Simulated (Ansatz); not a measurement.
Theory: Ansatz, DFT PBE, scalar-relativistic, plane waves, PAW. All cells share a 420 eV cutoff and Γ-centred k meshes spaced at most about 0.3 Å⁻¹ (about 0.25 or finer for metals, 2π included). No spin polarisation.

These are static total energies at zero pressure.

Question: Order these relaxed structures of Si4Mo3 by energy, lowest first, with the energy over the lowest of them.
A.

```xyz
7
Lattice="-1.5989 1.5989 9.5157 1.5989 -1.5989 9.5157 1.5989 1.5989 -9.5157" Properties=species:S:1:pos:R:3 pbc="T T T"
Si    0.0000    0.0000    8.2036
Si    0.0000    0.0000   10.8279
Si    0.0000    0.0000   16.3416
Si    0.0000    0.0000    2.6899
Mo    0.0000    0.0000    0.0000
Mo    0.0000    0.0000    5.5998
Mo    0.0000    0.0000   13.4317
```

B.

```xyz
14
Lattice="-3.7218 3.7218 3.7218 3.7218 -3.7218 3.7218 3.7218 3.7218 -3.7218" Properties=species:S:1:pos:R:3 pbc="T T T"
Si   -0.6173    3.1045    0.6173
Si    3.1045    0.6173   -0.6173
Si    1.2436    4.9654   -1.2436
Si    0.6173   -0.6173    3.1045
Si   -1.2436    1.2436    4.9654
Si    4.9654   -1.2436    1.2436
Si    2.4781    2.4781    2.4781
Si    0.6173    0.6173    0.6173
Mo    1.8609    2.7913    0.0000
Mo    0.0000    1.8609    2.7913
Mo    0.9304    0.0000    5.5826
Mo    5.5826    0.9304    0.0000
Mo    2.7913    0.0000    1.8609
Mo    0.0000    5.5826    0.9304
```

Answer: A (0 meV/atom), B (466 meV/atom). Forms: A I4/mmm; B I-43d. Counting Si atoms around Mo (those within 1.25 times the shortest such distance or 1.15 times the sum of covalent radii; a plus sign parts nearer from farther groups; a slash parts the counts of unlike sites): A has Mo 5+1/10; B has Mo 8. Both come from invented guesses.

Cells relaxed within their symmetry can be saddle points. Some types were kept out of the candidates beforehand, so the set may lack a known form.
